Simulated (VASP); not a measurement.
# How biaxial strain in the (110) plane changes InSb (F-43m)

How do the elastic response and the band edges of InSb follow biaxial strain in the (110) plane?

Calculated with VASP 6.6.1; PBEsol; plane waves and PAW (In_d, Sb), in the first sound run; inputs show where later runs differ.

This is a report of a sequence of runs, with most program output left out.

## 1. Starting point

It takes space group F-43m (No. 216, cubic). Conventional cell: a = 6.479 Å, b = 6.479 Å, c = 6.479 Å, α = 90.00°, β = 90.00°, γ = 90.00°. Nearest to In lie 4 Sb at 2.81 Å. Nearest to Sb lie 4 In at 2.81 Å. Farther neighbours are not listed.

## 2. Relax the crystal, PBEsol

The series starts from the cell that this level prefers, so that zero strain is near zero stress.

This step took 2 runs in a row; the last is shown.

Level: PBEsol; plane waves and PAW (In_d, Sb).

Contents of INCAR:

```
SYSTEM = InSb
PREC = Accurate
ENCUT = 450
EDIFF = 1E-07
NELM = 120
ISMEAR = 0
SIGMA = 0.02
LREAL = .FALSE.
ALGO = Normal
GGA = PS
NBANDS = 15
LASPH = .TRUE.
LORBIT = 11
LWAVE = .FALSE.
LCHARG = .FALSE.
KPAR = 12
IBRION = 2
NSW = 40
ISIF = 3
EDIFFG = -0.005
POTIM = 0.4
```

Contents of POSCAR:

```
InSb
1.0
    0.0000000000      3.2608859940      3.2608859940
    3.2608859940      0.0000000000      3.2608859940
    3.2608859940      3.2608859940      0.0000000000
In Sb
1 1
Direct
    0.0000000000      0.0000000000      0.0000000000
    0.2500000000      0.2500000000      0.2500000000
```

Contents of KPOINTS:

```
Automatic mesh
0
Gamma
8 8 8
0 0 0
```

Potentials, in the order of the species: In_d and Sb (PBE family, release 64).

Launch:

```console
$ mpirun -np 12 vasp_std
```

Wall time 3.4 s (12 MPI ranks of Intel Xeon 6975P-C (Granite Rapids), shared host); peak memory 2.4 GiB; 29 s of CPU time.

This run gave:

| Property | Result |
| --- | --- |
| energy(sigma→0) of the program | -7.6958 eV |
| stress, compression positive | 0.00 along [110], 0.00 across it (mean), GPa |
| volume | 69.348 Å³ |
| ionic steps | 1 |

## 3. Strain along the normal, PBEsol

One member in full: the plane is strained by 2 %, and the strain along the normal is moved by secant steps until the normal stress is under 0.012 GPa or five steps are spent; the atoms relax at each step.

This step took 3 runs, each at a new trial strain with the atoms of the one before; the last is shown.

Level: PBEsol; plane waves and PAW (In_d, Sb); cell typed or built by script.

Changes to INCAR since step 2:

```diff
@@ -15,7 +15,7 @@
 LCHARG = .FALSE.
-KPAR = 12
-IBRION = 2
-NSW = 40
-ISIF = 3
-EDIFFG = -0.005
-POTIM = 0.4
+KPAR = 3
+IBRION = 1
+NSW = 25
+ISIF = 2
+EDIFFG = -0.004
+POTIM = 0.3
```

Contents of POSCAR:

```
InSb
1.0
   -0.0545825140      3.2715212000      3.3261037140
    3.2715212000     -0.0545825140      3.3261037140
    3.2169386860      3.2169386860      0.0000000000
In Sb
1 1
Direct
    0.9973726197      0.9973726197      0.0026273803
    0.2526273803      0.2526273803      0.2473726197
```

KPOINTS is that of step 2.

Launch:

```console
$ mpirun -np 3 vasp_std
```

Wall time 11 s (3 MPI ranks); peak memory 0.67 GiB; 27 s of CPU time.

Read from the output:

```
energy(sigma→0) of the program : -7.6822 eV
stress, compression positive   : -0.01 along [110], -1.58 across it (mean), GPa
ionic steps                    : 1
```

## 4. Band edges, TB-mBJ with spin-orbit coupling

Short lines in KPOINTS_OPT sample the zone centre along and across the normal of the plane, for masses, and the other valleys.

Level: TB-mBJ, spin-orbit coupling; plane waves and PAW (In_d, Sb); cell typed or built by script.

TB-mBJ has no energy functional, so the total energy, stress and pressure in this output mean nothing.

Contents of INCAR:

```
SYSTEM = InSb
PREC = Accurate
ENCUT = 450
EDIFF = 1E-06
NELM = 150
ISMEAR = 0
SIGMA = 0.02
LREAL = .FALSE.
ALGO = Normal
METAGGA = MBJ
LASPH = .TRUE.
LNONCOLLINEAR = .TRUE.
MAGMOM = 0 0 0 0 0 0
NBANDS = 28
GGA_COMPAT = .FALSE.
LSORBIT = .TRUE.
LWAVE = .FALSE.
LCHARG = .FALSE.
KPAR = 3
```

POSCAR is that of step 3.

Contents of KPOINTS:

```
Automatic mesh
0
Gamma
6 6 6
0 0 0
```

Contents of KPOINTS_OPT:

```
Line mode
6
Line-mode
Reciprocal
  0.00000000   0.00000000   0.00000000
  0.01810164   0.01810164   0.03620328

  0.00000000   0.00000000   0.00000000
 -0.01871591   0.01871591  -0.00000000

  0.31000000   0.31000000   0.00000000
  0.50000000   0.50000000   0.00000000

  0.00000000   0.31000000   0.31000000
  0.00000000   0.50000000   0.50000000

  0.45000000   0.45000000   0.45000000
  0.50000000   0.50000000   0.50000000

  0.45000000   0.00000000   0.00000000
  0.50000000   0.00000000   0.00000000

  0.42500000   0.42500000   0.00000000
  0.42456565   0.45103394   0.02559958

  0.50000000   0.50000000   0.50000000
  0.48128409   0.51871591   0.50000000
```

Launch:

```console
$ mpirun -np 3 vasp_ncl
```

Wall time 2.6 min (3 MPI ranks); peak memory 1.7 GiB; 6.5 min of CPU time.

## 5. Band edges, r2SCAN with spin-orbit coupling

Level: r2SCAN, spin-orbit coupling; plane waves and PAW (In_d, Sb); cell typed or built by script.

Changes to INCAR since step 4:

```diff
@@ -4,3 +4,3 @@
 EDIFF = 1E-06
-NELM = 150
+NELM = 100
 ISMEAR = 0
@@ -9,3 +9,3 @@
 ALGO = Normal
-METAGGA = MBJ
+METAGGA = R2SCAN
 LASPH = .TRUE.
```

POSCAR is that of step 4.

KPOINTS is that of step 4.

KPOINTS_OPT is that of step 4.

Launch:

```console
$ mpirun -np 3 vasp_ncl
```

Run time: 3.3 min. Hardware: 3 MPI ranks; peak memory 1.5 GiB.

This run gave:

* energy(sigma→0) of the program: -48.8356 eV
* stress, compression positive: 0.78 along [110], -0.88 across it (mean), GPa

The run ends at a pressure of -0.33 GPa, with forces up to 0.0051 eV/Å.

## 6. The table

The other members went through these steps as far as the tables show, with the same cutoff and, step by step, the same mesh; 40 runs are not shown. The session took 3.1 core hours (wall time by ranks) on a shared machine.

```
in-plane strain (%)  strain along the normal (%)  mean of the two in-plane stresses, tension positive (GPa)  energy above the unstrained row (meV/atom)
             -2.000                        1.561                                                     -1.661                                       7.116
             -1.500                        1.155                                                     -1.238                                       3.974
             -1.000                        0.761                                                     -0.819                                       1.742
             -0.500                        0.393                                                     -0.400                                       0.419
                  0                        0.000                                                      0.004                                       0.000
              0.500                       -0.394                                                      0.387                                       0.388
              1.000                       -0.729                                                      0.790                                       1.648
              1.500                       -1.045                                                      1.191                                       3.789
              2.000                       -1.348                                                      1.582                                       6.791
```

Slopes at zero strain, from cubics through all rows: strain ratio -0.756, stress over strain 80 GPa.

Band edges at TB-mBJ with spin-orbit coupling, counted from the valence-band top at Γ, spin-orbit pairs averaged, with one row partly withheld:

```
in-plane strain (%)  gap (eV)  conduction band at Γ (eV)  Δ or X valley along z (eV)  Δ or X valley along x (eV)  lowest conduction level at L, [111] (eV)  lowest conduction level at L, [-111] (eV)  second valence level below the top (eV)  third valence level below the top (eV)
             -2.000     0.222                      0.231                       1.184                       1.408                                     0.931                                      0.614                                    0.144                                   0.794
             -1.500     0.215                      0.218                       1.274                       1.423                                     0.899                                      0.667                                    0.111                                   0.765
             -1.000     0.202                      0.203                       1.352                       1.438                                     0.868                                      0.717                                    0.076                                   0.739
             -0.500     0.185                      0.185                       1.416                       1.454                                     0.839                                      0.763                                    0.040                                   0.715
                  0     0.170                      0.170                       1.471                       1.471                                     0.811                                      0.811                                    0.000                                   0.692
              0.500         ?                          ?                       1.472                       1.446                                     0.742                                      0.816                                    0.044                                   0.714
              1.000     0.059                      0.061                       1.463                       1.425                                     0.680                                      0.817                                    0.085                                   0.733
```

## 7. A fit to the known rows

The quantity to fit is the conduction level at Γ above the mean of the three top valence levels at TB-mBJ with spin-orbit coupling: 0.543, 0.510, 0.475, 0.437, 0.401, 0.333 eV in the rows shown.

A least-squares parabola through the 6 rows shown, with e the strain in %: E = 4.65e-4 e² − 0.07022 e + 0.4024 (eV), r.m.s. residual 0.0012 eV.

At e = 0.5 this predicts 0.3674 eV.

## 8. Prediction against calculation

The calculation gives 0.3664 eV, so the prediction is 0.0010 eV too high, within twice the residual of the fit.

## 9. Outcome

```yaml
ratio_of_normal_to_in_plane_strain: -0.756
biaxial_modulus: 80 GPa
gap_of_the_unstrained_cell_tb_mbj_with_spin_orbit_coupling: 0.17 eV
slope_at_zero_strain_of_the_conduction_level_at_gamma_above_the_mean_of_the_three_top_valence_levels_tb_mbj_with_spin_orbit_coupling: -70 meV per %
error_of_the_predicted_row: 1.0 meV
```

As a check, the curvature of the energy gives 79 GPa for the same modulus (energy per volume = M × strain²), 1 % from the slope of the stress. At TB-mBJ with spin-orbit coupling the lowest conduction valley is Γ throughout, and the gap runs between 0.06 and 0.22 eV. At TB-mBJ with spin-orbit coupling the gap falls under 0.05 eV in some or all rows, where bands may have changed order, so 2 rows at and beyond those points are left out of its table. At r2SCAN with spin-orbit coupling the gap falls under 0.05 eV in some or all rows, where bands may have changed order, so that level, though run, gets no table. The gap at PBEsol is under 0.05 eV in some or all rows and is left out; the elastic columns come from such cells and can be uneven. Hole masses are left out throughout, since the top bands are degenerate or cross in many series; of conduction masses, those of the Γ, L and (for Si and Ge under (001) strain) Δ valleys are kept where they change by under an eighth between rows. TB-mBJ is a potential fitted for gaps; it has no energy functional, so its total energies and forces mean nothing, and its bands tend to come out too narrow. Δ or X levels are the lowest on their line, refined by a parabola unless they lie at X; the gap is read from all points sampled and can differ from the lowest valley by some meV, or by tens of meV where strain moves the valence top off Γ. Temperature, zero-point motion and excitons are left out.

[Lines on the potential files, build, host, timing and source positions are cut from VASP's logs without a mark.]

[Logs are printed without paths, hosts, clocks, repeated set-up lines and the standing remarks that a program may print on its own settings, such as how far it seeks lower states.]

[Hosts, paths, dates, database ids (printed as entryN), source tags and the programs' standing remarks are cut or masked in the printed files.]

[In band tables of VASP the shares of atoms and orbitals are scaled to a sum of 1 inside the atoms' spheres.]
